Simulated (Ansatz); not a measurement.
# GaAs

**What was measured.** A cell as deposited of cubic GaAs (space group F-43m), temperature not stated, from the Crystallography Open Database (1963), has a = 5.654 Å and 22.59 Å³/atom.

Computed with Ansatz (plane waves, PAW, 420 eV cutoff): PBEsol, scalar-relativistic, no spin polarisation, 10×10×10 k-mesh, Gaussian smearing of 0.05 eV; PAW files: Ansatz's generated set soft_2.

```
Ga As
1.0
     0.00000    2.82953    2.82953
     2.82953    0.00000    2.82953
     2.82953    2.82953    0.00000
Ga As
1 1
Direct
  0.00000 0.00000 0.00000
  0.75000 0.75000 0.75000
```

The chain of runs began from a cell as deposited in COD, expanded in volume.

The cell above was scaled in volume, its shape and atoms being fixed by the lattice's symmetry. Energies are counted from the cell above.

The cell is relaxed to zero pressure at this level.

```tsv
V (Å³/atom)	ΔE (meV/atom)	P (GPa)	gap on the mesh (eV)
21.75	8.5	3.1	0.73
22.20	2.0	1.5	0.57
22.65	0.0	0.0	0.42
23.11	1.9	-1.3	0.28
23.56	7.3	-2.5	0.13
```

Q: What do the points give for the equilibrium volume, the bulk modulus and its pressure derivative (third-order Birch–Murnaghan)?

A: V0 = 22.65 Å³/atom, B0 = 69 GPa, B0′ = 4.6.

B0·V0 = 69.3 GPa × 22.65 Å³ = 9.80 eV/atom sets the scale: near the minimum ΔE ≈ ½ B0 V0 x², with x = V/V0 − 1, and a pressure of 0.7 GPa squeezes the volume by about 1 %. At the ends of the curve: x = −4.0 % predicts 7.8 meV/atom and the run gives 8.5; x = +4.0 % predicts 7.8 meV/atom and the run gives 7.3. Compression costs more and expansion less than the parabola says, since the crystal stiffens as it shrinks; B0′ measures that.

**Against experiment.** PBEsol gives 5.659 Å and 22.65 Å³/atom, +0.3 % in volume (+0.1 % in length) from the database's cell. Agreement this close is partly luck: the calculation is for a static lattice, the crystal has zero-point motion and thermal expansion, roughly 0.8 to 2.0 % in volume at 300 K (room temperature assumed) by Grüneisen's rule, γ·3k_BT/(B0·V0) with γ of 1 to 2.5.
